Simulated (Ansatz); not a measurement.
**P: the order of phases at one pressure**

Which of fcc, bcc, hcp, beta tin, A7, diamond has the lowest enthalpy for P at one common pressure? Methods of the runs shown: LAPW. Companion runs by PAW are cited.

Program: Ansatz 0.2.0. Level of theory: DFT, PBE, all-electron LAPW, scalar-relativistic. These are calculated values, not measurements.

### Step 1. The starting structure

It takes space group Fm-3m (No. 225, cubic). Conventional cell: a = 2.891 Å, b = 2.891 Å, c = 2.891 Å, α = 90.00°, β = 90.00°, γ = 90.00°. P (site symmetry m-3m) is surrounded by 12 P at 2.04 Å.

As a file:

```
P
1.0
     0.00000    1.44552    1.44552
     1.44552    0.00000    1.44552
     1.44552    1.44552    0.00000
P
1
Direct
  0.00000 0.00000 0.00000
```

### Step 2. Fcc relaxed under pressure, LAPW

input.yaml reads:

```yaml
crystal:
  lattice:
    - [0.0, 1.4455212191, 1.4455212191]
    - [1.4455212191, 0.0, 1.4455212191]
    - [1.4455212191, 1.4455212191, 0.0]
  atoms:
    - { symbol: P, position: [0.0, 0.0, 0.0] }
kpoints:
  mp_grid: { grid: [22, 22, 22] }
scf:
  occupations: { method: fermi_dirac, width: 0.08 }
hamiltonian:
  xc: pbe
  pseudopotentials: { kind: all_electron, lapw: { basis_error: 0.0005 } }
output:
  forces: true
  stress: true
  eigenvalues: true
relax:
  f_tol: 0.005
  max_steps: 12
  cell: { p_target: 450.0, stress_tol: 0.225 }
```

On the command line:

```bash
$ ansatz run input.yaml --threads 1 --pin off --max-ram 3584MiB --backend cpu --events-out ev --progress --plain --runs-dir out
```

After this run come: Bcc relaxed under pressure, LAPW; Hcp relaxed under pressure, LAPW; Beta tin relaxed under pressure, LAPW; A7 relaxed under pressure, LAPW; Diamond relaxed under pressure, LAPW.

**Question.** What will these runs give? Wanted: pressure; lowest (for each run or level that gives them).

The runs gave:

```
     quantity                          value
     pressure                        450 GPa
lowest (LAPW)  hcp, 159.3 meV/atom under bcc
 lowest (PAW)  hcp, 162.2 meV/atom under bcc
```

What this shows: By LAPW the order is hcp < bcc < fcc < A7 < beta tin < diamond. By PAW the order is hcp < bcc < fcc < A7 < beta tin < diamond. Some starts changed symmetry on relaxing: A7 ended as R-3m. The methods agree on the lowest phase. Only these structures were tried, with electrons smeared by 0.08 eV and without vibrations, so the true ground state may be another. The k meshes differ between phases and weren't tested, which can move differences by some meV.
